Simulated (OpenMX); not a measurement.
Runs of OpenMX 3.8.5 on InAs. Symmetry: F-43m, No. 216, cubic system. Conventional cell: a = 6.036 Å, b = 6.036 Å, c = 6.036 Å, α = 90.00°, β = 90.00°, γ = 90.00°. In (site symmetry -43m) is surrounded by 4 As at 2.61 Å. As (site symmetry -43m) is surrounded by 4 In at 2.61 Å. 

```tsv
task	level	potentials or basis	spin	k mesh	SCF threshold	max SCF cycles	grid points, held for all volumes	pressure (GPa)
band structure	PBE	OpenMX 2013 PBE set, In7.0-s3p2d1, As7.0-s3p2d1, grid cutoff 500 Ry	off	9 × 9 × 9	1e-08 Ha	100	-	6.9
band structure	PBE	OpenMX 2013 PBE set, In7.0-s3p2d2f1, As7.0-s3p2d2f1, grid cutoff 500 Ry	off	9 × 9 × 9	1e-08 Ha	100	-	5.7
band structure	PBE	OpenMX 2013 PBE set, In7.0-s3p2d2, As7.0-s3p2d2, grid cutoff 500 Ry	off	9 × 9 × 9	1e-08 Ha	100	-	6.5
band structure	LDA	OpenMX 2013 LDA set, In7.0-s3p2d2, As7.0-s3p2d2, grid cutoff 500 Ry	off	9 × 9 × 9	1e-08 Ha	100	-	(a)
```

Alike in all rows: cell as given; smearing fermi-dirac 0.05 eV.

**Question.** Fill in the values left out.

**Answer.** (a) 2.1.

Caveats: the basis of atomic orbitals isn't converged, which shifts pressures, moduli and gaps.
